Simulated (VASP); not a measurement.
# Sb (Pm-3m) in VASP: further runs

One crystal, Sb, is run at these levels: PBEsol, PBE; tasks: relaxation of cell and atoms, single point.

Program: VASP 6.6.1. These are calculated values, not measurements. Logs are shortened: lines on timing, memory, paths and dates and some standing lists are left out, and cuts for length are marked.

## Step 1: The structure

It takes space group Pm-3m (No. 221, cubic). Conventional cell: a = 3.160 Å, b = 3.160 Å, c = 3.160 Å, α = 90.00°, β = 90.00°, γ = 90.00°. Sb (site symmetry m-3m) has 6 Sb at 3.16 Å as nearest neighbours.

This isn't the form of Sb at room conditions, which is rhombohedral.

## Step 2: Relaxation of cell and atoms, PBEsol

File INCAR:

```
SYSTEM = Sb
PREC = Accurate
ENCUT = 600
EDIFF = 1E-6
ISMEAR = -1
SIGMA = 0.05
LREAL = .False.
LASPH = .True.
NELM = 100
ALGO = Fast
ISIF = 3
LWAVE = .False.
LCHARG = .False.
GGA = PS
IBRION = 2
NSW = 60
EDIFFG = -0.01
```

File KPOINTS:

```
Automatic mesh
0
Gamma
  8 8 8
  0 0 0
```

File POSCAR:

```
Sb
1.0
    3.1600000000      0.0000000000      0.0000000000
    0.0000000000      3.1600000000      0.0000000000
    0.0000000000      0.0000000000      3.1600000000
Sb
1
Direct
    0.0000000000      0.0000000000      0.0000000000
```

Potentials or basis: VASP PAW PBE potentials, release 64 (Sb).

Started as:

```
> cat potpaw_PBE.64/Sb/POTCAR > POTCAR
> mpirun -np 1 vasp_std > vasp.out
```

OUTCAR:

```text
SYSTEM = Sb
   PREC = Accurate
   ENCUT = 600
   EDIFF = 1E-6
   ISMEAR = -1
   LREAL = .False.
   LASPH = .True.
   NELM = 100
   ISIF = 3
   GGA = PS
   IBRION = 2
   NSW = 60
   EDIFFG = -0.01

 ion  position               nearest neighbor table
   1  0.000  0.000  0.000-

  LATTYP: Found a simple cubic cell.
 ALAT       =     3.1600000000

  Lattice vectors:

 A1 = (   3.1600000000,   0.0000000000,   0.0000000000)
 A2 = (   0.0000000000,   3.1600000000,   0.0000000000)
 A3 = (   0.0000000000,   0.0000000000,   3.1600000000)

Analysis of symmetry for initial positions (statically):
=====================================================================
 Subroutine PRICEL returns:
 Original cell was already a primitive cell.

 Routine SETGRP: Setting up the symmetry group for a
 simple cubic supercell.

 Subroutine GETGRP returns: Found 48 space group operations
 (whereof 48 operations were pure point group operations)
 out of a pool of 48 trial point group operations.

The static configuration has the point symmetry O_h .

Analysis of symmetry for dynamics (positions and initial velocities):
=====================================================================
 Subroutine PRICEL returns:
 Original cell was already a primitive cell.

 Routine SETGRP: Setting up the symmetry group for a
 simple cubic supercell.

 Subroutine GETGRP returns: Found 48 space group operations
 (whereof 48 operations were pure point group operations)
 out of a pool of 48 trial point group operations.

The dynamic configuration has the point symmetry O_h .

 Subroutine INISYM returns: Found 48 space group operations
 (whereof 48 operations are pure point group operations),
 and found     1 'primitive' translations

----------------------------------------------------------------------------------------

                                     Primitive cell

  volume of cell :      31.5545

  direct lattice vectors                    reciprocal lattice vectors
     3.160000000  0.000000000  0.000000000     0.316455696  0.000000000  0.000000000
     0.000000000  3.160000000  0.000000000     0.000000000  0.316455696  0.000000000
     0.000000000  0.000000000  3.160000000     0.000000000  0.000000000  0.316455696

  length of vectors
     3.160000000  3.160000000  3.160000000     0.316455696  0.316455696  0.316455696

  position of ions in fractional coordinates (direct lattice)
     0.000000000  0.000000000  0.000000000

  ion indices of the primitive-cell ions
   primitive index   ion index
                 1           1

----------------------------------------------------------------------------------------

 KPOINTS: Automatic mesh

Automatic generation of k-mesh.
 Grid dimensions read from file:
 generate k-points for:    8    8    8

 Generating k-lattice:

  Cartesian coordinates                     Fractional coordinates (reciprocal lattice)
     0.039556962  0.000000000  0.000000000     0.125000000  0.000000000  0.000000000
     0.000000000  0.039556962  0.000000000     0.000000000  0.125000000  0.000000000
     0.000000000  0.000000000  0.039556962     0.000000000  0.000000000  0.125000000

  Length of vectors
     0.039556962  0.039556962  0.039556962

  Shift w.r.t. Gamma in fractional coordinates (k-lattice)
     0.000000000  0.000000000  0.000000000

 Subroutine IBZKPT returns following result:
 ===========================================

 Found     35 irreducible k-points:

 Following reciprocal coordinates:
            Coordinates               Weight
  0.000000  0.000000  0.000000      1.000000
  0.125000  0.000000  0.000000      6.000000
  0.250000  0.000000  0.000000      6.000000
  0.375000  0.000000  0.000000      6.000000
  0.500000  0.000000  0.000000      3.000000
  0.125000  0.125000  0.000000     12.000000
[... 16 lines left out ...]
  0.375000  0.375000  0.125000     24.000000
  0.500000  0.375000  0.125000     24.000000
 [... further k-points ...]
   k-points           NKPTS =     35   k-points in BZ     NKDIM =     35   number of bands    NBANDS=      6
   number of dos      NEDOS =    301   number of ions     NIONS =      1
   total plane-waves  NPLWV =  21952
   dimension x,y,z NGX =    28 NGY =   28 NGZ =   28
   dimension x,y,z NGXF=    56 NGYF=   56 NGZF=   56
   ions per type =               1
   NGX,Y,Z   is equivalent  to a cutoff of  14.73, 14.73, 14.73 a.u.
   NGXF,Y,Z  is equivalent  to a cutoff of  29.46, 29.46, 29.46 a.u.
 SYSTEM =  Sb
   PREC   = accura    normal or accurate (medium, high low for compatibility)
   ISTART =      0    job   : 0-new  1-cont  2-samecut
   ICHARG =      2    charge: 1-file 2-atom 10-const
   ISPIN  =      1    spin polarized calculation?
   LNONCOLLINEAR =      F non collinear calculations
   LSORBIT =      F    spin-orbit coupling
   LASPH  =      T    aspherical Exc in radial PAW
   ENCUT  =  600.0 eV  44.10 Ry    6.64 a.u.   6.31  6.31  6.31*2*pi/ulx,y,z
   NELM   =    100;   NELMIN=  2; NELMDL= -5     # of ELM steps
   EDIFF  = 0.1E-05   stopping-criterion for ELM
   LREAL  =      F    real-space projection
   EDIFFG = -.1E-01   stopping-criterion for IOM
   NSW    =     60    number of steps for IOM
   IBRION =      2    ionic relax: 0-MD 1-quasi-New 2-CG
   NFREE  =      1    steps in history (QN), initial steepest desc. (CG)
   ISIF   =      3    stress and relaxation
   ISYM   =      2    0-nonsym 1-usesym 2-fastsym
   POTIM  = 0.5000    time-step for ionic-motion
   TEBEG  =    0.0;   TEEND  =   0.0 temperature during run
   PSTRESS=    0.0 pullay stress
   NELECT =       5.0000    total number of electrons
   NUPDOWN=      -1.0000    fix difference up-down
   EMIN   =  10.00;   EMAX   =-10.00  energy-range for DOS
   EFERMI =   0.00;   METHOD = LEGACY
   ISMEAR =    -1;   SIGMA  =   0.05  broadening in eV -4-tet -1-fermi 0-gaus
   EFERMI_NEDOS =   21; number of points for ismear=-14 and -15
   IALGO  =     68    algorithm
   IMIX   =      4    mixing-type and parameters
     AMIX     =   0.40;   BMIX     =  1.00
     AMIX_MAG =   1.60;   BMIX_MAG =  1.00
  volume/ion in A,a.u.               =      31.55       212.94
  Fermi-wavevector in a.u.,A,eV,Ry     =   0.885886  1.674081 10.677766  0.784794
  Thomas-Fermi vector in A             =   2.006979
   LORBIT       =      0    0 simple, 1 ext, 2 COOP (PROOUT), +10 PAW based schemes
   GGA     = PS    functional components
   LHFCALC =     F    Hartree Fock is set to
   AEXX    =    0.0000 exact exchange contribution
   IVDW    =     0    specifies the selected vdW correction
   LEPSILON=     F    determine dielectric tensor
   LRPA    =     F    only Hartree local field effects (RPA)
 conjugate gradient relaxation of ions
 non-spin polarized calculation
 RMM-DIIS sequential band-by-band and
  energy-cutoff  :      600.00
  volume of cell :       31.55
 maximum number of plane-waves:      1074
 NGX is ok and might be reduce to    28
   NGX = 13   NGY = 13   NGZ = 13

--------------------------------------- Ionic step        1  -------------------------------------------

 number of electron       5.0000000 magnetization

 Free energy of the ion-electron system (eV)
  ---------------------------------------------------
  ext. energy  EPLUGINS =         0.00000000
  ---------------------------------------------------
  free energy    TOTEN  =        -4.47778306 eV

  energy without entropy =       -4.47051368  energy(sigma->0) =       -4.47414837

------------------------ aborting loop because EDIFF is reached ----------------------------------------

  FORCE on cell =-STRESS in cart. coord.  units (eV):
  Direction    XX          YY          ZZ          XY          YZ          ZX
  --------------------------------------------------------------------------------------
  -------------------------------------------------------------------------------------
  Total       -0.9160518     -0.9160518     -0.9160518     -0.0000000     -0.0000000     -0.0000000
  in kB      -46.5124658    -46.5124658    -46.5124658     -0.0000000     -0.0000000     -0.0000000
  external PRESSURE =     -46.5124658 kB  Pullay stress =       0.0000000 kB
[... 20 lines left out ...]
  energy  without entropy=       -4.4705136819  energy(sigma->0) =       -4.47414837

--------------------------------------- Ionic step        2  -------------------------------------------

 number of electron       5.0000000 magnetization

 E-fermi :   7.9647     XC(G=0): -10.0938

 val. band max:        7.9449378476   @ k =   0.3750   0.2500   0.1250
 cond. band min:       8.2159038749   @ k =   0.3750   0.2500   0.2500
 fundamental gap:      0.2709660273
 Fermi energy:         7.9647133351

 k-point     1 :       0.0000    0.0000    0.0000
  band No.  band energies     occupation
      1      -5.0211      2.00000
      2      11.4830      0.00000
      3      11.4830      0.00000
      4      11.4830      0.00000
      5      15.0568      0.00000
      6      15.0568      0.00000

 k-point     2 :       0.1250    0.0000    0.0000
  band No.  band energies     occupation
      1      -4.7758      2.00000
      2       9.0731      0.00000
      3      11.7293      0.00000
      4      11.7293      0.00000
      5      15.2434      0.00000
      6      16.1095      0.00000
[... 230 lines left out ...]
  energy  without entropy=       -4.4960759169  energy(sigma->0) =       -4.50012737

--------------------------------------- Ionic step        3  -------------------------------------------

 number of electron       5.0000000 magnetization

 Free energy of the ion-electron system (eV)
  ---------------------------------------------------
  ext. energy  EPLUGINS =         0.00000000
  ---------------------------------------------------
  free energy    TOTEN  =        -4.51883797 eV

  energy without entropy =       -4.51147719  energy(sigma->0) =       -4.51515758

 E-fermi :   7.3075     XC(G=0):  -9.8826

 val. band max:        7.2962186715   @ k =   0.3750   0.2500   0.1250
 cond. band min:       7.5832656744   @ k =   0.3750   0.2500   0.2500
 fundamental gap:      0.2870470029
 Fermi energy:         7.3074735720

 k-point     1 :       0.0000    0.0000    0.0000
  band No.  band energies     occupation
      1      -5.2676      2.00000
      2      10.7067      0.00000
      3      10.7067      0.00000
      4      10.7067      0.00000
      5      14.3503      0.00000
      6      14.3503      0.00000

 k-point     2 :       0.1250    0.0000    0.0000
  band No.  band energies     occupation
      1      -5.0344      2.00000
      2       8.4167      0.00000
      3      10.9372      0.00000
      4      10.9372      0.00000
      5      14.5331      0.00000
      6      15.2871      0.00000
[... 226 lines left out ...]
  FREE ENERGIE OF THE ION-ELECTRON SYSTEM (eV)
  ---------------------------------------------------
  free  energy   TOTEN  =        -4.5188379713 eV

  energy  without entropy=       -4.5114771887  energy(sigma->0) =       -4.51515758

 reached required accuracy - stopping structural energy minimisation
```

Wall time 19 s (1 thread of Intel Xeon Platinum 8259CL at 2.50GHz (Skylake/Cascade Lake), shared host); peak memory 0.16 GiB.

Results:

| Item | Value |
| --- | --- |
| Free energy | -4.5188 eV |
| Relaxed volume | 28.94 Å³/atom |
| Relaxed cell | a = 3.070 Å, b = 3.070 Å, c = 3.070 Å, α = 90.00°, β = 90.00°, γ = 90.00° |
| Space group after relaxing (to 0.05 Å) | Pm-3m (No. 221) |
| Energy gained by relaxing | 41.1 meV/atom |
| Ionic steps | 3 |
| Pressure after relaxing | 0.0 GPa |
| Band gap on the k mesh | none (metal or under the smearing width) |

The path:
| step | energy change (eV) | largest force (eV/Å) | pressure (GPa) | volume (Å³) |
| --- | --- | --- | --- | --- |
| 1 | 0.0000 | 0.0000 | -4.65 | 31.55 |
| 2 | -0.0264 | 0.0000 | 3.53 | 27.55 |
| 3 | -0.0411 | 0.0000 | -0.01 | 28.94 |

Final structure:
```
Sb
1.0
     3.07037    0.00000    0.00000
     0.00000    3.07037    0.00000
     0.00000    0.00000    3.07037
Sb
1
Direct
  0.00000 0.00000 0.00000
```

Levels at points of the mesh, in eV from the Fermi level:
```csv
k point,band 1,band 2,band 3,band 4,band 5,band 6
"(0.00, 0.00, 0.00)",-12.58,3.40,3.40,3.40,7.04,7.04
"(0.50, 0.00, 0.00)",-10.04,-5.75,5.51,5.51,9.21,10.66
"(0.50, 0.50, 0.00)",-7.34,-3.61,-3.61,2.07,7.67,13.21
"(0.50, 0.50, 0.50)",-4.31,-1.61,-1.61,-1.61,4.83,4.83
```

Caveat: the PAW data sets were made with another functional, which shifts forces and pressure a little. The run has no spin-orbit coupling, so splittings on Sb are missing.

## Step 3: Single point, PBE

File INCAR:

```
PREC = Accurate
ENCUT = 500
EDIFF = 1E-7
ISMEAR = 0
SIGMA = 0.02
LREAL = F
LASPH = T
NELM = 100
ALGO = Normal
ISIF = 2
LWAVE = F
LCHARG = T
GGA = PE
LELF = T
LVHAR = T
```

File KPOINTS:

```
regular mesh
0
Gamma
  5 5 5
```

POSCAR is that of step 2.

Potentials or basis: VASP PAW PBE potentials, release 64 (Sb_d_GW).

Started as:

```
> cat potpaw_PBE.64/Sb_d_GW/POTCAR > POTCAR
> mpirun -np 1 vasp_std > vasp.out
```

OUTCAR:

```text
PREC = Accurate
   ENCUT = 500
   EDIFF = 1E-7
   ISMEAR = 0
   LREAL = F
   LASPH = T
   NELM = 100
   ISIF = 2
   GGA = PE

 ion  position               nearest neighbor table
   1  0.000  0.000  0.000-

  LATTYP: Found a simple cubic cell.
 ALAT       =     3.1600000000

  Lattice vectors:

 A1 = (   3.1600000000,   0.0000000000,   0.0000000000)
 A2 = (   0.0000000000,   3.1600000000,   0.0000000000)
 A3 = (   0.0000000000,   0.0000000000,   3.1600000000)

[... 303 lines left out ...]
     10       9.6466      0.00000
     11      10.3610      0.00000

------------------------ aborting loop because EDIFF is reached ----------------------------------------

  FORCE on cell =-STRESS in cart. coord.  units (eV):
  Direction    XX          YY          ZZ          XY          YZ          ZX
  --------------------------------------------------------------------------------------
  -------------------------------------------------------------------------------------
  Total       -0.4720265     -0.4720265     -0.4720265      0.0000000      0.0000000     -0.0000000
  in kB      -23.9671132    -23.9671132    -23.9671132      0.0000000      0.0000000     -0.0000000
  external PRESSURE =     -23.9671132 kB  Pullay stress =       0.0000000 kB

 VOLUME and BASIS-vectors are now :
 -----------------------------------------------------------------------------
  energy-cutoff  :      500.00
  volume of cell :       31.55
      direct lattice vectors                 reciprocal lattice vectors
     3.160000000  0.000000000  0.000000000     0.316455696  0.000000000  0.000000000
     0.000000000  3.160000000  0.000000000     0.000000000  0.316455696  0.000000000
     0.000000000  0.000000000  3.160000000     0.000000000  0.000000000  0.316455696

 POSITION                                       TOTAL-FORCE (eV/Angst)
 -----------------------------------------------------------------------------------
      0.00000      0.00000      0.00000         0.000000      0.000000      0.000000
 -----------------------------------------------------------------------------------
    total drift:                                0.000000     -0.000000      0.000000

  FREE ENERGIE OF THE ION-ELECTRON SYSTEM (eV)
  ---------------------------------------------------
  free  energy   TOTEN  =        -3.9931588284 eV

  energy  without entropy=       -3.9917189364  energy(sigma->0) =       -3.99243888
```

Wall time 3.6 s (1 thread of Intel Xeon Platinum 8488C (Sapphire Rapids), shared host); peak memory 0.14 GiB.

Results:

| Quantity | Value |
| --- | --- |
| Free energy | -3.9932 eV |
| Pressure | -2.4 GPa |
| Band gap on the k mesh | none (metal or under the smearing width) |

Levels at points of the mesh, in eV from the Fermi level:
| k point | band 3 | band 4 | band 5 | band 6 | band 7 | band 8 | band 9 | band 10 | band 11 |
| --- | --- | --- | --- | --- | --- | --- | --- | --- | --- |
| (0.00, 0.00, 0.00) | -29.14 | -29.14 | -29.14 | -12.12 | 2.97 | 2.97 | 2.97 | 6.91 | 6.91 |

Caveat: the k mesh is coarse (spacing up to 0.40 Å⁻¹), so the values aren't converged.
